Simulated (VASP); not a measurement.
# Pt: convergence, self-consistent run

Pt, P-3m1 (no. 164), 2 atoms in the cell. PBE; PAW potentials Pt (PBE set). VASP 6.6.1. The cell is changed on purpose: last atom moved by 0.05 Å along z, cell strained by -1.0% along z.

Wanted: energy within 10 meV/atom; forces within 0.05 eV/Å; stress within 1 GPa.

What the run is for: all; Accuracy asked: screening.

POSCAR:
```
Pt
1.0
    2.7606656158      0.0000000000      0.0000000000
   -1.3803328079      2.3908065546      0.0000000000
    0.0000000000      0.0000000000      4.7442126600
Pt
2
Direct
    0.3333333300      0.6666666700      0.2500000000
    0.6666666700      0.3333333300      0.7604337600
```

The series start from Plane-wave cutoff (eV): 300; Smearing width (eV): 0.07; k-point mesh: 15 × 15 × 8; Precision mode (PREC): Accurate; Electronic threshold (eV): 1e-6; Bands in all (NBANDS): 20; Aspherical gradient terms in the spheres (LASPH): yes; Electronic algorithm: ALGO=Normal; Use of symmetry (ISYM): defaults; Support grid and gradient cutoff: ADDGRID=False GGA_COMPAT=False. Each series keeps the choices made before it, and each single choice may use up half of a tolerance.

## Plane-wave cutoff (eV)

| Plane-wave cutoff (eV) | Energy less reference (meV/atom) | Forces, largest deviation (eV/Å) | Stress, largest deviation (GPa) | SCF iterations | Time (s) |
|---|---|---|---|---|---|
| 180 | 108 | 0.081 | 68.3 | 12 | 25 |
| 230 | 8 | 0.010 | 4.3 | 11 | 40 |
| 260 | -9 | 0.006 | 0.2 | 11 | 50 |
| 300 | -4 | 0.004 | 0.8 | 11 | 47 |
| 340 | 1 | 0.001 | 0.9 | 11 | 67 |
| 400 | 0 | 0.000 | 0.1 | 11 | 56 |
| 480 | 0 | 0.000 | 0.0 | 11 | 76 |
| 600 (reference) | 0 | 0.000 | 0.0 | 11 | 135 |

Chosen: 400, the loosest value from which every tighter one stays within half of the tolerance.

## Smearing width (eV)

| Smearing width (eV) | Energy less reference (meV/atom) | Forces, largest deviation (eV/Å) | Stress, largest deviation (GPa) | SCF iterations | Time (s) |
|---|---|---|---|---|---|
| 0.3 | -3 | 0.001 | 1.4 | 11 | 59 |
| 0.2 | -1 | 0.006 | 0.7 | 11 | 65 |
| 0.15 | -1 | 0.008 | 0.4 | 11 | 64 |
| 0.1 | 0 | 0.008 | 0.2 | 11 | 62 |
| 0.07 | 0 | 0.004 | 0.1 | 11 | 56 |
| 0.04 (reference) | 0 | 0.000 | 0.0 | 11 | 68 |

Chosen: 0.15.

## k-point mesh

| k-point mesh | Energy less reference (meV/atom) | Forces, largest deviation (eV/Å) | Stress, largest deviation (GPa) | SCF iterations | Time (s) |
|---|---|---|---|---|---|
| 5 × 5 × 3 | 132 | 0.021 | 4.0 | 11 | 7.6 |
| 6 × 6 × 3 | -85 | 0.047 | 1.2 | 11 | 9.7 |
| 8 × 8 × 4 | 19 | 0.009 | 1.4 | 12 | 14 |
| 10 × 10 × 5 | -1 | 0.004 | 0.1 | 11 | 21 |
| 12 × 12 × 7 | -5 | 0.013 | 0.3 | 11 | 38 |
| 15 × 15 × 8 | 0 | 0.005 | 0.4 | 11 | 64 |
| 18 × 18 × 9 | -2 | 0.006 | 0.2 | 11 | 76 |
| 22 × 22 × 11 (reference) | 0 | 0.000 | 0.0 | 11 | 136 |

Chosen: 15 × 15 × 8.

## Precision mode (PREC)

| Precision mode (PREC) | Energy less reference (meV/atom) | Forces, largest deviation (eV/Å) | Stress, largest deviation (GPa) | SCF iterations | Time (s) |
|---|---|---|---|---|---|
| SingleN | -1 | 0.001 | 0.0 | 11 | 56 |
| Normal | 0 | 0.000 | 0.0 | 11 | 47 |
| Single | 0 | 0.000 | 0.0 | 11 | 76 |
| Accurate (reference) | 0 | 0.000 | 0.0 | 11 | 64 |

Chosen: SingleN.

## Electronic threshold (eV)

| Electronic threshold (eV) | Energy less reference (meV/atom) | Forces, largest deviation (eV/Å) | Stress, largest deviation (GPa) | SCF iterations | Time (s) |
|---|---|---|---|---|---|
| 0.001 | 0 | 0.001 | 0.1 | 9 | 36 |
| 0.0001 | 0 | 0.001 | 0.1 | 10 | 44 |
| 1e-5 | 0 | 0.000 | 0.0 | 11 | 43 |
| 1e-6 | 0 | 0.000 | 0.0 | 11 | 56 |
| 1e-7 | 0 | 0.000 | 0.0 | 13 | 50 |
| 1e-8 (reference) | 0 | 0.000 | 0.0 | 13 | 54 |

Chosen: 0.001.

## Bands in all (NBANDS)

| Bands in all (NBANDS) | Energy less reference (meV/atom) | Forces, largest deviation (eV/Å) | Stress, largest deviation (GPa) | SCF iterations | Time (s) |
|---|---|---|---|---|---|
| 11 | 19 | 0.121 | 0.6 | 9 | 20 |
| 12 | 0 | 0.001 | 0.1 | 9 | 20 |
| 14 | 0 | 0.001 | 0.1 | 9 | 27 |
| 16 | 0 | 0.001 | 0.1 | 9 | 32 |
| 20 | 0 | 0.000 | 0.1 | 9 | 36 |
| 30 (reference) | 0 | 0.000 | 0.0 | 9 | 60 |

Chosen: 12.

## Aspherical gradient terms in the spheres (LASPH)

| Aspherical gradient terms in the spheres (LASPH) | Energy less reference (meV/atom) | Forces, largest deviation (eV/Å) | Stress, largest deviation (GPa) | SCF iterations | Time (s) |
|---|---|---|---|---|---|
| yes | 0 | 0.000 | 0.0 | 9 | 20 |
| no | 1 | 0.000 | 0.1 | 9 | 21 |

Chosen: yes; no other choice that stays within half of the tolerance saves 30 % of the time.

## Electronic algorithm

| Electronic algorithm | Energy less reference (meV/atom) | Forces, largest deviation (eV/Å) | Stress, largest deviation (GPa) | SCF iterations | Time (s) |
|---|---|---|---|---|---|
| ALGO=Normal | 0 | 0.000 | 0.0 | 9 | 20 |
| ALGO=Fast | 0 | 0.002 | 0.6 | 10 | 24 |
| ALGO=VeryFast | 0 | 0.000 | 0.0 | 16 | 34 |
| ALGO=All ISEARCH=1 | 0 | 0.031 | 0.1 | 11 | 28 |
| ALGO=All ISEARCH=0 | 0 | 0.031 | 0.1 | 11 | 29 |
| ALGO=Damped TIME=0.4 | 0 | 0.003 | 1.3 | 14 | 38 |
| ALGO=Damped TIME=0.1 | 2 | 0.016 | 6.4 | 18 | 40 |

Chosen: ALGO=Normal.

## Use of symmetry (ISYM)

| Use of symmetry (ISYM) | Energy less reference (meV/atom) | Forces, largest deviation (eV/Å) | Stress, largest deviation (GPa) | SCF iterations | Time (s) |
|---|---|---|---|---|---|
| defaults | 0 | 0.000 | 0.0 | 9 | 20 |
| ISYM=1 | 0 | 0.000 | 0.0 | 9 | 26 |
| ISYM=0 | 0 | 0.000 | 0.0 | 9 | 103 |
| ISYM=-1 | 0 | 0.000 | 0.0 | 9 | 130 |

Chosen: defaults.

## Support grid and gradient cutoff

| Support grid and gradient cutoff | Energy less reference (meV/atom) | Forces, largest deviation (eV/Å) | Stress, largest deviation (GPa) | SCF iterations | Time (s) |
|---|---|---|---|---|---|
| ADDGRID=False GGA_COMPAT=False | 0 | 0.000 | 0.0 | 9 | 20 |
| ADDGRID=True GGA_COMPAT=False | 0 | 0.001 | 0.0 | 9 | 15 |
| ADDGRID=False GGA_COMPAT=True | 0 | 0.000 | 0.0 | 9 | 15 |

Chosen: ADDGRID=False GGA_COMPAT=False.

## All choices together

| Input | Energy less reference (meV/atom) | Forces, largest deviation (eV/Å) | Stress, largest deviation (GPa) | Time (s) |
|---|---|---|---|---|
| the program's defaults (naive) | -85 | 0.036 | 5.3 | 1.8 |
| chosen settings | -1 | 0.013 | 0.2 | 20 |
| reference settings throughout | 0 | 0.000 | 0.0 | 524 |

The tolerance is met.

Values of the reference run: Forces: 0, 0, 0.5348, 0, 0, -0.5348 eV/Å; Stress: 0.9073, 0, 0, 0, 0.9073, 0, 0, 0, 2.059 GPa.

## The input

INCAR:
```
SYSTEM = Pt
ADDGRID = .False. ; ALGO = Normal
EDIFF = 0.001 ; ENCUT = 400
GGA = PE ; GGA_COMPAT = .False.
ISIF = 2 ; ISMEAR = 0
LASPH = .True. ; LCHARG = .False.
LREAL = .False. ; LWAVE = .False.
NBANDS = 12 ; NELM = 120
PREC = SingleN ; SIGMA = 0.15
```

KPOINTS:
```
Automatic mesh
0
Gamma
  15 15 8
  0 0 0
```

Commands:
```
cat potpaw_PBE.64/Pt/POTCAR > POTCAR
mpirun -np 1 vasp_std > vasp.out
```

The chosen input took VASP 6.6.1 20 s on 1 core (AMD EPYC 7R43 (Zen 3)), a shared host.

## An input that fails: cutoff far too low

It runs to its end, but against the unchanged starting input it is off by 1117 meV/atom in the energy, 0.699 eV/Å in the forces, 414.9 GPa in the stress.

Changes against the starting input:
```
- NELM = 120
- ENCUT = 300
+ NELM = 75
+ ENCUT = 130
```
